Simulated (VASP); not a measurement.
**Cs: single point with PBE**

Cs:

```
Cs
1.0
    -2.79736    2.74248    4.08119
     2.80496   -2.73774    4.08311
     2.76682    2.70720   -4.07801
Cs
1
Direct
  0.00394 0.99973 0.00148
```

The cell isn't the ideal one: cell strained at random at fixed volume.

```
Program                : VASP 6.6.1
Task                   : single point
Functional             : PBE
Potentials or basis    : VASP PAW PBE potentials, release 64 (Cs_sv)
Cutoff                 : 520 eV
k mesh                 : 7 × 7 × 7
Occupations            : fermi-dirac, width 0.05 eV
Spin                   : no spin polarisation
Further INCAR settings : ALGO = Normal; EDIFF = 1e-07; NBANDS = 10
```

```json
{
 "Pressure": "-0.1 GPa",
 "Band gap on the k mesh": "none (metal or under the smearing width)"
}
```

Stress tensor (GPa, compression positive):
```
-0.13  0.00  0.00
 0.00 -0.05  0.00
 0.00  0.00 -0.15
```

Levels at points of the mesh, in eV from the Fermi level:
```tsv
k point	band 1	band 2	band 3	band 4	band 5	band 6	band 7	band 8
(0.00, 0.00, 0.00)	-23.93	-10.69	-10.69	-10.69	-1.64	2.28	2.36	2.49
```

It took 4.5 min on 1 thread of AMD EPYC 7R43 64-Core Processor (Zen 3), with other jobs on the host, peak memory 0.34 GiB.

The run has no spin-orbit coupling, so splittings on Cs are missing.
